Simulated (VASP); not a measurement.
# Hf (P6_3/mmc) in VASP: settings compared, part 2 of 2

VASP 6.6.1.

## Step 3: Optical spectrum, PBE+D3(BJ)

The input, INCAR:

```
SYSTEM = Hf
ALGO = Normal
CSHIFT = 0.1
EDIFF = 1E-7
ENCUT = 520
GGA = PE
ISIF = 2
ISMEAR = 1
IVDW = 12
LASPH = .TRUE.
LCHARG = .FALSE.
LOPTICS = .TRUE.
LREAL = .FALSE.
LWAVE = .FALSE.
NBANDS = 34
NEDOS = 2000
NELM = 100
PREC = Accurate
SIGMA = 0.1
```

The input, Hf.cif:

```cif
data_Hf
_cell_length_a 3.19670000
_cell_length_b 3.19670000
_cell_length_c 5.05780000
_cell_angle_alpha 90.00000000
_cell_angle_beta 90.00000000
_cell_angle_gamma 120.00000000
_space_group_name_H-M_alt 'P6_3/mmc'
_space_group_name_Hall '-P 6c 2c'
_space_group_IT_number 194
loop_
_space_group_symop_operation_xyz
'x,y,z'
'-x,-y,-z'
'x-y,x,z+1/2'
'-x+y,-x,-z+1/2'
'-y,x-y,z'
'y,-x+y,-z'
'-x,-y,z+1/2'
'x,y,-z+1/2'
'-x+y,-x,z'
'x-y,x,-z'
'y,-x+y,z+1/2'
'-y,x-y,-z+1/2'
'-y,-x,-z+1/2'
'y,x,z+1/2'
'-x,-x+y,-z'
'x,x-y,z'
'-x+y,y,-z+1/2'
'x-y,-y,z+1/2'
'y,x,-z'
'-y,-x,z'
'x,x-y,-z+1/2'
'-x,-x+y,z+1/2'
'x-y,-y,-z'
'-x+y,y,z'
loop_
_atom_site_label
_atom_site_type_symbol
_atom_site_symmetry_multiplicity
_atom_site_Wyckoff_symbol
_atom_site_fract_x
_atom_site_fract_y
_atom_site_fract_z
_atom_site_occupancy
Hf1 Hf 2 c 0.6666666667 0.3333333333 0.7500000000 1
```

The input, KPOINTS:

```
k-points
0
G
  10 10 5
  0 0 0
```

The input, POSCAR:

```
Hf
 1.0000000000000000
     3.1966999999999999    0.0000000000000000    0.0000000000000000
    -1.5983499999999993    2.7684234082777150    0.0000000000000000
     0.0000000000000000    0.0000000000000000    5.0578000000000003
 Hf 
   2
Cartesian
  1.5983500001598350  0.9228078026669575  3.7933500000000002
 -0.0000000001598346  1.8456156056107578  1.2644500000000001
```

Potentials or basis: VASP PAW PBE potentials, release 64 (Hf_pv).

Command:

```console
$ ase convert -i cif -o vasp Hf.cif POSCAR
$ cat potpaw_PBE.64/Hf_pv/POTCAR > POTCAR
$ mpirun -np 1 vasp_std > vasp.out
```

OUTCAR:

```text
SYSTEM = Hf
   EDIFF = 1E-7
   ENCUT = 520
   GGA = PE
   ISIF = 2
   ISMEAR = 1
   IVDW = 12
   LASPH = .TRUE.
   LREAL = .FALSE.
   NELM = 100
   PREC = Accurate
 IVDW          = 12

 ion  position               nearest neighbor table
   1  0.667  0.333  0.750-   2 3.13   2 3.13   2 3.13   2 3.13   2 3.13   2 3.13
   2  0.333  0.667  0.250-   1 3.13   1 3.13   1 3.13   1 3.13   1 3.13   1 3.13

  LATTYP: Found a hexagonal cell.
 ALAT       =     3.1967000000
 C/A-ratio  =     1.5821941377

  Lattice vectors:

 A1 = (   3.1967000000,   0.0000000000,   0.0000000000)
 A2 = (  -1.5983500000,   2.7684234083,   0.0000000000)
 A3 = (   0.0000000000,   0.0000000000,   5.0578000000)

Analysis of symmetry for initial positions (statically):
=====================================================================
 Subroutine PRICEL returns:
 Original cell was already a primitive cell.

 Routine SETGRP: Setting up the symmetry group for a
 hexagonal supercell.

 Subroutine GETGRP returns: Found 24 space group operations
 (whereof 12 operations were pure point group operations)
 out of a pool of 24 trial point group operations.

The static configuration has the point symmetry D_3d.
 The point group associated with its full space group is D_6h.

Analysis of symmetry for dynamics (positions and initial velocities):
=====================================================================
 Subroutine PRICEL returns:
 Original cell was already a primitive cell.

 Routine SETGRP: Setting up the symmetry group for a
 hexagonal supercell.

 Subroutine GETGRP returns: Found 24 space group operations
 (whereof 12 operations were pure point group operations)
 out of a pool of 24 trial point group operations.

The dynamic configuration has the point symmetry D_3d.
 The point group associated with its full space group is D_6h.

 Subroutine INISYM returns: Found 24 space group operations
 (whereof 12 operations are pure point group operations),
 and found     1 'primitive' translations

----------------------------------------------------------------------------------------

                                     Primitive cell

  volume of cell :      44.7606

  direct lattice vectors                    reciprocal lattice vectors
     3.196700000  0.000000000  0.000000000     0.312822598  0.180608211  0.000000000
    -1.598350000  2.768423408  0.000000000     0.000000000  0.361216423  0.000000000
     0.000000000  0.000000000  5.057800000     0.000000000  0.000000000  0.197714421
[... 150 lines left out ...]

 E-fermi :   4.9030     XC(G=0): -11.2809

 val. band max:        4.8949627498   @ k =   0.1000   0.1000   0.4000
 cond. band min:       4.9117505305   @ k =   0.1000   0.1000   0.2000
 fundamental gap:      0.0167877807
 Fermi energy:         4.9029946961

 k-point     1 :       0.0000    0.0000    0.0000
  band No.  band energies     occupation
      1     -26.1590      2.00000
      2     -25.4125      2.00000
      3     -25.4125      2.00000
      4     -25.2932      2.00000
      5     -25.2849      2.00000
      6     -25.2849      2.00000
[... 989 lines left out ...]
     21      17.1209      0.00000
     22      17.7830      0.00000

 [... further k-points ...]

 [bands above 22 left out]

------------------------ aborting loop because EDIFF is reached ----------------------------------------

 Edisp (eV)   -0.90019

 E8    (eV) :    -0.4829

  FORCE on cell =-STRESS in cart. coord.  units (eV):
  Direction    XX          YY          ZZ          XY          YZ          ZX
  --------------------------------------------------------------------------------------
  -------------------------------------------------------------------------------------
  Total      -0.86279    -0.86279    -1.01885     0.00000     0.00000    -0.00000
  in kB     -30.88295   -30.88295   -36.46895     0.00000     0.00000    -0.00000
  external pressure =      -32.74 kB  Pullay stress =        0.00 kB

 VOLUME and BASIS-vectors are now :
 -----------------------------------------------------------------------------
  energy-cutoff  :      520.00
  volume of cell :       44.76
      direct lattice vectors                 reciprocal lattice vectors
     3.196700000  0.000000000  0.000000000     0.312822598  0.180608211  0.000000000
    -1.598350000  2.768423408  0.000000000     0.000000000  0.361216423  0.000000000
     0.000000000  0.000000000  5.057800000     0.000000000  0.000000000  0.197714421

 POSITION                                       TOTAL-FORCE (eV/Angst)
 -----------------------------------------------------------------------------------
      1.59835      0.92281      3.79335        -0.000000      0.000000      0.000000
     -0.00000      1.84562      1.26445         0.000000     -0.000000      0.000000
 -----------------------------------------------------------------------------------
    total drift:                               -0.000000      0.000000     -0.000000

  FREE ENERGIE OF THE ION-ELECTRON SYSTEM (eV)
  ---------------------------------------------------
  free  energy   TOTEN  =       -20.7502077246 eV

  energy  without entropy=      -20.7508276562  energy(sigma->0) =      -20.75041437

 electrical conductivity sigma (Mega S m-1) (frequency dependency in vasprun.xml)
  --------------------------------------------------------------------------------------
       0.028       0.000      -0.000
       0.000       0.028      -0.000
       0.000       0.000       0.025

  frequency dependent IMAGINARY DIELECTRIC FUNCTION (independent particle, no local field effects) density-density
     E(ev)      X         Y         Z        XY        YZ        ZX
  --------------------------------------------------------------------------------------------------------------
     0.00000     0.00000     0.00000     0.00000     0.00000     0.00000     0.00000
     0.70495    34.99115    34.99115    83.46153     0.00000    -0.00000     0.00000
     1.40991    29.18631    29.18631    27.38368     0.00000     0.00000     0.00000
     2.11486    28.00419    28.00419    27.56765     0.00000     0.00000    -0.00000
     2.81982    15.12425    15.12425    13.81663     0.00000     0.00000     0.00000
     3.52477    11.97592    11.97592    17.89293     0.00000    -0.00000    -0.00000
[... 92 lines left out ...]
    69.08554     0.00079     0.00079     0.00078     0.00000    -0.00000     0.00000
    69.79049     0.00075     0.00075     0.00074     0.00000    -0.00000     0.00000

  frequency dependent      REAL DIELECTRIC FUNCTION (independent particle, no local field effects) density-density
     E(ev)        X           Y           Z          XY          YZ          ZX
  --------------------------------------------------------------------------------------------------------------
     0.00000    54.78122    54.78122    71.57278     0.00000    -0.00000     0.00000
     0.70495    26.74854    26.74854    53.10318     0.00000     0.00000     0.00000
     1.40991    16.21313    16.21313    11.53223     0.00000    -0.00000    -0.00000
     2.11486     9.76870     9.76870   -13.34063     0.00000    -0.00000    -0.00000
     2.81982    -1.49475    -1.49475    -5.33623    -0.00000    -0.00000    -0.00000
     3.52477    -3.73775    -3.73775    -3.84430    -0.00000     0.00000    -0.00000
[... 92 lines left out ...]
    69.08554     0.80106     0.80106     0.80165    -0.00000     0.00000    -0.00000
    69.79049     0.80647     0.80647     0.80701    -0.00000     0.00000    -0.00000

  frequency dependent IMAGINARY DIELECTRIC FUNCTION (independent particle, no local field effects) current-current
     E(ev)      X         Y         Z        XY        YZ        ZX
  --------------------------------------------------------------------------------------------------------------
     0.00000   297.50062   297.50062   395.99468     0.00000    -0.00000     0.00000
     0.70495    40.85337    40.85337    96.51673     0.00000    -0.00000     0.00000
     1.40991    31.31263    31.31263    28.85992     0.00000     0.00000    -0.00000
     2.11486    28.81699    28.81699    26.13790     0.00000    -0.00000    -0.00000
     2.81982    14.96327    14.96327    13.35429     0.00000    -0.00000    -0.00000
     3.52477    11.69654    11.69654    17.59797     0.00000    -0.00000    -0.00000
[... 92 lines left out ...]
    69.08554     0.00021     0.00021     0.00021     0.00000     0.00000    -0.00000
    69.79049     0.00019     0.00019     0.00019     0.00000     0.00000    -0.00000

  frequency dependent      REAL DIELECTRIC FUNCTION (independent particle, no local field effects) current-current
     E(ev)        X           Y           Z          XY          YZ          ZX
  --------------------------------------------------------------------------------------------------------------
     0.00000    49.92636    49.92636    67.08000     0.00000    -0.00000     0.00000
     0.70495    17.04769    17.04769    28.81879     0.00000    -0.00000    -0.00000
     1.40991    12.45428    12.45428     8.22588     0.00000     0.00000     0.00000
     2.11486     7.13650     7.13650   -15.79190     0.00000     0.00000     0.00000
     2.81982    -2.46119    -2.46119    -6.18249    -0.00000    -0.00000    -0.00000
     3.52477    -4.37853    -4.37853    -4.83111    -0.00000     0.00000    -0.00000
[... 92 lines left out ...]
    69.08554     0.80117     0.80117     0.80179    -0.00000    -0.00000     0.00000
    69.79049     0.80657     0.80657     0.80716    -0.00000    -0.00000     0.00000
```

Wall time 83 s (1 thread of AMD EPYC 7R43 (Zen 3), shared host); peak memory 0.19 GiB.

Results:

```yaml
Free_energy: -20.7502 eV
Pressure: -3.3 GPa
Band_gap_on_the_k_mesh: none (metal or under the smearing width)
Dispersion_energy_per_atom: -0.450 eV
```

Stress tensor (GPa, compression positive):
```
-3.09  0.00  0.00
 0.00 -3.09  0.00
 0.00  0.00 -3.65
```

Dielectric function (mean over the directions given):
```
energy (eV)  real part  imaginary part
       0.28      62.56           13.58
       0.78      27.02           43.24
       1.27      10.72           37.52
       1.76       9.66           32.96
       2.26      -0.05           24.42
       2.75      -5.21           15.35
       3.24      -2.13           12.37
       3.81      -2.30            8.70
       4.30      -5.13           10.27
       4.79      -3.20            5.39
       5.29      -1.55            5.82
       5.78      -1.20            6.91
       6.27      -2.49            5.07
       6.84      -2.31            4.09
       7.33      -1.36            3.43
       7.83      -1.40            2.95
       8.32      -0.30            2.75
       8.81      -0.39            2.94
       9.31       0.98            4.11
       9.80      -3.01            5.53
      10.36      -3.05            3.01
      10.86      -2.32            2.13
      11.35      -2.11            1.27
      11.84      -1.15            0.93
      12.34      -0.97            0.85
      12.83      -0.85            0.72
      13.39      -0.63            0.75
      13.89      -0.53            0.45
      14.38      -0.33            0.73
      14.87      -0.19            0.74
      15.37      -0.16            0.65
      15.86      -0.26            0.60
      16.35      -0.17            0.37
      16.92       0.08            0.21
      17.41       0.21            0.25
      17.91       0.27            0.25
      18.40       0.31            0.18
      18.89       0.45            0.17
      19.39       0.49            0.15
      19.95       0.57            0.16
```

Caveat: spectra need much finer meshes, so this one isn't converged; independent-particle spectra lack excitons; the intraband (Drude) part of a metal's response may be missing; pairwise dispersion overbinds metals, which lowers pressure and volume.
